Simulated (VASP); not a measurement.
# Cd (P6_3/mmc) in VASP: further runs

The runs below take Cd through elastic constants, with PBEsol, PBE.

Program: VASP 6.6.1. These are calculated values, not measurements. Logs are shortened: lines on timing, memory, paths and dates and some standing lists are left out, and cuts for length are marked.

## 1. The crystal as given

Symmetry: P6_3/mmc, No. 194, hexagonal system. The conventional cell has a = 2.940 Å, b = 2.940 Å, c = 5.656 Å, α = 90.00°, β = 90.00°, γ = 120.00°. Cd (site symmetry -6m2) is surrounded by 12 Cd at 2.94 to 3.30 Å.

## 2. Elastic constants, PBEsol

Contents of POSCAR:

```
Cd
1.0
    2.9402275482     -0.0000000000      0.0000000000
   -1.4701137741      2.5463117497     -0.0000000000
    0.0000000000     -0.0000000000      5.6555102894
  Cd
     2
Direct
     0.3333333332999970    0.6666666667000030    0.2500000000000000
     0.6666666667000030    0.3333333332999970    0.7500000000000000
```

Contents of INCAR.step1:

```
SYSTEM = Cd
PREC = Accurate
ENCUT = 600
EDIFF = 1E-8
ISMEAR = 1
SIGMA = 0.2
LREAL = .FALSE.
LASPH = .TRUE.
NELM = 80
ALGO = Fast
ISIF = 3
LWAVE = .FALSE.
LCHARG = .FALSE.
GGA = PS
KPAR = 2
IBRION = 2
NSW = 40
EDIFFG = -0.002
```

Contents of INCAR.step2:

```
SYSTEM = Cd
PREC = Accurate
ENCUT = 600
EDIFF = 1E-8
ISMEAR = 1
SIGMA = 0.2
LREAL = .FALSE.
LASPH = .TRUE.
NELM = 80
ALGO = Fast
ISIF = 3
LWAVE = .FALSE.
LCHARG = .FALSE.
GGA = PS
KPAR = 2
IBRION = 6
NFREE = 2
POTIM = 0.015
NSW = 1
```

Contents of KPOINTS:

```
Automatic mesh
0
G
  27 27 12
  0 0 0
```

Potentials or basis: VASP PAW PBE potentials, release 64 (Cd).

Command:

```
$ cat potpaw_PBE.64/Cd/POTCAR > POTCAR
$ cp INCAR.step1 INCAR
$ mpirun -np 2 vasp_std > vasp.out
$ cp CONTCAR POSCAR
$ cp INCAR.step2 INCAR
$ mpirun -np 2 vasp_std > vasp.out
```

OUTCAR:

```text
SYSTEM = Cd
   PREC = Accurate
   ENCUT = 600
   EDIFF = 1E-8
   ISMEAR = 1
   LREAL = .FALSE.
   LASPH = .TRUE.
   NELM = 80
   ISIF = 3
   GGA = PS
   IBRION = 6
   NFREE = 2
   POTIM = 0.015
   NSW = 1

 ion  position               nearest neighbor table
   1  0.333  0.667  0.250-   2 3.25   2 3.25   2 3.25   2 3.25   2 3.25   2 3.25
   2  0.667  0.333  0.750-   1 3.25   1 3.25   1 3.25   1 3.25   1 3.25   1 3.25

  LATTYP: Found a hexagonal cell.
 ALAT       =     2.9619355384
 C/A-ratio  =     1.8694463371

  Lattice vectors:

 A1 = (   2.9619355384,   0.0000000000,   0.0000000000)
 A2 = (  -1.4809677692,   2.5651114207,   0.0000000000)
 A3 = (   0.0000000000,   0.0000000000,   5.5371795429)

Analysis of symmetry for initial positions (statically):
=====================================================================
 Subroutine PRICEL returns:
 Original cell was already a primitive cell.

 Routine SETGRP: Setting up the symmetry group for a
 hexagonal supercell.

 Subroutine GETGRP returns: Found 24 space group operations
 (whereof 12 operations were pure point group operations)
 out of a pool of 24 trial point group operations.

The static configuration has the point symmetry D_3d.
 The point group associated with its full space group is D_6h.

Analysis of symmetry for dynamics (positions and initial velocities):
=====================================================================
 Subroutine PRICEL returns:
 Original cell was already a primitive cell.

 Routine SETGRP: Setting up the symmetry group for a
 hexagonal supercell.

 Subroutine GETGRP returns: Found 24 space group operations
 (whereof 12 operations were pure point group operations)
[... 814 lines left out ...]

  FORCE on cell =-STRESS in cart. coord.  units (eV):
  Direction    XX          YY          ZZ          XY          YZ          ZX
  --------------------------------------------------------------------------------------
  -------------------------------------------------------------------------------------
  Total        0.0017607      0.0017607     -0.0012636      0.0000000      0.0000000      0.0000000
  in kB        0.0670539      0.0670539     -0.0481242      0.0000000      0.0000000      0.0000000
  external PRESSURE =       0.0286612 kB  Pullay stress =       0.0000000 kB
[... 17 lines left out ...]
  FREE ENERGIE OF THE ION-ELECTRON SYSTEM (eV)
  ---------------------------------------------------
  free  energy   TOTEN  =        -2.4002794989 eV

  energy  without entropy=       -2.4018389336  energy(sigma->0) =       -2.40079931

 INTERNAL STRAIN TENSORS FROM STRAINED CELLS
 ============================================

 INTERNAL STRAIN TENSOR FOR ION    1 for displacements in x,y,z  (eV/Angst):
          X           Y           Z          XY          YZ          ZX
  --------------------------------------------------------------------------------
  x     0.00000     0.00000     0.00000     0.44767     0.00000     0.00000
  y     0.39975    -0.42614    -0.00000     0.00007     0.00087    -0.00076
  z     0.00000     0.00000    -0.00000    -0.00000     0.00996     0.00000

 INTERNAL STRAIN TENSORS FROM DISPLACED ATOMS
 ============================================

 INTERNAL STRAIN TENSOR FOR ION    1 for displacements in x,y,z  (eV/Angst):
          X           Y           Z          XY          YZ          ZX
  --------------------------------------------------------------------------------
  x     0.00000     0.00000     0.00000     0.41905     0.00000     0.00000
  y     0.41905    -0.41905     0.00000     0.00000     0.00000     0.00000
  z    -0.00000     0.00000     0.00000     0.00000     0.00000     0.00000

 INTERNAL STRAIN TENSOR FOR ION    2 for displacements in x,y,z  (eV/Angst):
          X           Y           Z          XY          YZ          ZX
  --------------------------------------------------------------------------------
  x     0.00000     0.00000     0.00000    -0.41905     0.00000     0.00000
  y    -0.41905     0.41905    -0.00000     0.00000     0.00000     0.00000
  z     0.00000    -0.00000    -0.00000     0.00000     0.00000     0.00000

 Eigenvectors and eigenvalues of the dynamical matrix
 ----------------------------------------------------

   1 f  =    3.056052 THz    19.201741 2PiTHz  101.938922 cm-1    12.638810 meV
             X         Y         Z           dx          dy          dz
     -0.000000  1.710074  1.384295     0.000000    0.000000    0.707107
      1.480968  0.855037  4.152885     0.000000    0.000000   -0.707107
[... 11 lines left out ...]
   4 f  =    0.000000 THz     0.000000 2PiTHz    0.000000 cm-1     0.000000 meV
             X         Y         Z           dx          dy          dz
     -0.000000  1.710074  1.384295     0.000000    0.000000    0.707107
      1.480968  0.855037  4.152885     0.000000    0.000000    0.707107

   5 f/i=    0.000000 THz     0.000000 2PiTHz    0.000000 cm-1     0.000000 meV
             X         Y         Z           dx          dy          dz
     -0.000000  1.710074  1.384295    -0.171523    0.685988   -0.000000
      1.480968  0.855037  4.152885    -0.171523    0.685988    0.000000

   6 f/i=    0.000000 THz     0.000000 2PiTHz    0.000001 cm-1     0.000000 meV
             X         Y         Z           dx          dy          dz
     -0.000000  1.710074  1.384295    -0.685988   -0.171523    0.000000
      1.480968  0.855037  4.152885    -0.685988   -0.171523    0.000000

--------------------------------------------------------------------------------------------------------

 ELASTIC MODULI CONTR FROM IONIC RELAXATION (kBar)
 Direction    XX          YY          ZZ          XY          YZ          ZX
 --------------------------------------------------------------------------------
 XX         -19.4816     19.4816     -0.0000     -0.0000      0.0000      0.0000
 YY          19.4816    -19.4816      0.0000      0.0000      0.0000      0.0000
 ZZ          -0.0000      0.0000     -0.0000     -0.0000      0.0000      0.0000
 XY          -0.0000      0.0000     -0.0000    -19.4816      0.0000      0.0000
 YZ           0.0000      0.0000      0.0000      0.0000      0.0000      0.0000
 ZX           0.0000      0.0000      0.0000      0.0000      0.0000      0.0000
 --------------------------------------------------------------------------------

 TOTAL ELASTIC MODULI (kBar)
 Direction    XX          YY          ZZ          XY          YZ          ZX
 --------------------------------------------------------------------------------
 XX        1274.7982    455.9878    382.1677     -0.0000      0.0000      0.0000
 YY         455.9878   1274.7982    382.1677      0.0000      0.0000     -0.0000
 ZZ         382.1677    382.1677    650.5250     -0.0000      0.0000      0.0000
 XY          -0.0000      0.0000     -0.0000    409.4052      0.0000     -0.0000
 YZ           0.0000      0.0000      0.0000      0.0000    251.3344      0.0000
 ZX           0.0000     -0.0000      0.0000      0.0000      0.0000    251.3344
 --------------------------------------------------------------------------------
```

OUTCAR.step1:

```text
SYSTEM = Cd
   PREC = Accurate
   ENCUT = 600
   EDIFF = 1E-8
   ISMEAR = 1
   LREAL = .FALSE.
   LASPH = .TRUE.
   NELM = 80
[... 933 lines left out ...]
  -------------------------------------------------------------------------------------
  Total        0.0012472      0.0012472     -0.0015857      0.0000000     -0.0000000      0.0000000
  in kB        0.0474970      0.0474970     -0.0603882      0.0000000     -0.0000000      0.0000000
  external PRESSURE =       0.0115353 kB  Pullay stress =       0.0000000 kB
[... 17 lines left out ...]
  FREE ENERGIE OF THE ION-ELECTRON SYSTEM (eV)
  ---------------------------------------------------
  free  energy   TOTEN  =        -2.4007210862 eV

  energy  without entropy=       -2.4022802534  energy(sigma->0) =       -2.40124081

 reached required accuracy - stopping structural energy minimisation
```

It took 42 min on 2 MPI ranks of Intel Xeon 6975P-C (Granite Rapids), shared host; peak memory 2.7 GiB.

What came out:

```
Relaxed volume                         : 21.03 Å³/atom
Relaxed cell                           : a = 2.962 Å, b = 2.962 Å, c = 5.537 Å, α = 90.00°, β = 90.00°, γ = 120.00°
Space group after relaxing (to 0.05 Å) : P6_3/mmc (No. 194)
Voigt bulk modulus                     : 63 GPa
Highest phonon frequency at Γ          : 102 cm⁻¹
```

The path:
```
step  energy change (eV)  largest force (eV/Å)  pressure (GPa)  volume (Å³)
   1              0.0000                0.0000            0.15        42.34
   2             -0.0017                0.0000           -0.23        42.46
   3             -0.0023                0.0000           -0.54        42.57
   4             -0.0033                0.0000           -0.12        42.18
   5             -0.0034                0.0000            0.02        42.06
   6             -0.0034                0.0000            0.03        42.05
   7             -0.0034                0.0000           -0.01        42.08
   8             -0.0034                0.0000            0.00        42.07
```

Final structure:
```
Cd
1.0
     2.96194    0.00000    0.00000
    -1.48097    2.56511    0.00000
     0.00000    0.00000    5.53718
Cd
2
Direct
  0.33333 0.66667 0.25000
  0.66667 0.33333 0.75000
```

Phonon frequencies in cm⁻¹ (negative: imaginary):
```tsv
q point	frequencies
(0.000, 0.000, 0.000)	0 0 0 41 41 102
```

Elastic tensor in Voigt notation (GPa, in the Cartesian axes of the cell as first typed):
```
127  46  38   0   0   0
 46 127  38   0   0   0
 38  38  65   0   0   0
  0   0   0  25   0   0
  0   0   0   0  25   0
  0   0   0   0   0  41
```

Clamped-ion elastic tensor (GPa):
```
129  44  38   0   0   0
 44 129  38   0   0   0
 38  38  65   0   0   0
  0   0   0  25   0   0
  0   0   0   0  25   0
  0   0   0   0   0  43
```

Caveat: the PAW data sets were made with another functional, which shifts forces and pressure a little.

## 3. Elastic constants, PBE

This run uses another cell than the first one, of 22.99 Å³/atom, 1.086 times its volume.

Contents of POSCAR:

```
Cd
1.0
    3.0113731626      0.0000000000     -0.0000000000
   -1.5056865813      2.6079256591     -0.0000000000
    0.0000000000      0.0000000000      5.8559309666
  Cd
     2
Direct
     0.3333333332999970    0.6666666667000030    0.2500000000000000
     0.6666666667000030    0.3333333332999970    0.7500000000000000
```

Contents of INCAR.step1:

```
PREC = Accurate ; ENCUT = 600
EDIFF = 1E-8 ; ISMEAR = 1
SIGMA = 0.2 ; LREAL = False
LASPH = True ; NELM = 80
ALGO = Normal ; ISIF = 3
LWAVE = False ; LCHARG = False
GGA = PE ; KPAR = 2
IBRION = 2 ; NSW = 40
EDIFFG = -0.002
```

Contents of INCAR.step2:

```
PREC = Accurate ; ENCUT = 600
EDIFF = 1E-8 ; ISMEAR = 1
SIGMA = 0.2 ; LREAL = False
LASPH = True ; NELM = 80
ALGO = Normal ; ISIF = 3
LWAVE = False ; LCHARG = False
GGA = PE ; KPAR = 2
IBRION = 6 ; NFREE = 2
POTIM = 0.015 ; NSW = 1
```

Contents of KPOINTS:

```
regular mesh
0
Gamma
  27 27 12
```

Potentials or basis: VASP PAW PBE potentials, release 64 (Cd).

Command:

```
$ cat potpaw_PBE.64/Cd/POTCAR > POTCAR
$ cp INCAR.step1 INCAR
$ mpirun -np 2 vasp_std > vasp.out
$ cp CONTCAR POSCAR
$ cp INCAR.step2 INCAR
$ mpirun -np 2 vasp_std > vasp.out
```

Wall time 69 min (2 MPI ranks of AMD EPYC 9R45 (Zen 5), shared host); peak memory 2.9 GiB.

Results (log left out):

* Relaxed volume: 22.90 Å³/atom
* Relaxed cell: a = 3.034 Å, b = 3.034 Å, c = 5.743 Å, α = 90.00°, β = 90.00°, γ = 120.00°
* Space group after relaxing (to 0.05 Å): P6_3/mmc (No. 194)
* Voigt bulk modulus: 44 GPa
* Highest phonon frequency at Γ: 88 cm⁻¹

The path:
| step | energy change (eV) | largest force (eV/Å) | pressure (GPa) | volume (Å³) |
| --- | --- | --- | --- | --- |
| 1 | 0.0000 | 0.0000 | 0.14 | 45.99 |
| 2 | -0.0006 | 0.0000 | -0.06 | 46.12 |
| 3 | -0.0008 | 0.0000 | -0.32 | 46.31 |
| 4 | -0.0011 | 0.0000 | -0.26 | 46.19 |
| 5 | -0.0016 | 0.0000 | -0.11 | 45.91 |
| 6 | -0.0016 | 0.0000 | -0.07 | 45.84 |
| 7 | -0.0016 | 0.0000 | -0.08 | 45.85 |
| 8 | -0.0016 | 0.0000 | -0.01 | 45.79 |

Final structure:
```
CELL_PARAMETERS angstrom
3.03440 0.00000 0.00000
-1.51720 2.62786 0.00000
0.00000 0.00000 5.74292
ATOMIC_POSITIONS crystal
Cd 0.33333 0.66667 0.25000
Cd 0.66667 0.33333 0.75000
```

Phonon frequencies in cm⁻¹ (negative: imaginary):
```csv
q point,frequencies
"(0.000, 0.000, 0.000)",0 0 0 31 31 88
```

Elastic tensor in Voigt notation (GPa, in the Cartesian axes of the cell as first typed):
```
77 40 30  0  0  0
40 77 30  0  0  0
30 30 42  0  0  0
 0  0  0 12  0  0
 0  0  0  0 12  0
 0  0  0  0  0 19
```

Clamped-ion elastic tensor (GPa):
```
84 34 30  0  0  0
34 84 30  0  0  0
30 30 42  0  0  0
 0  0  0 12  0  0
 0  0  0  0 12  0
 0  0  0  0  0 25
```
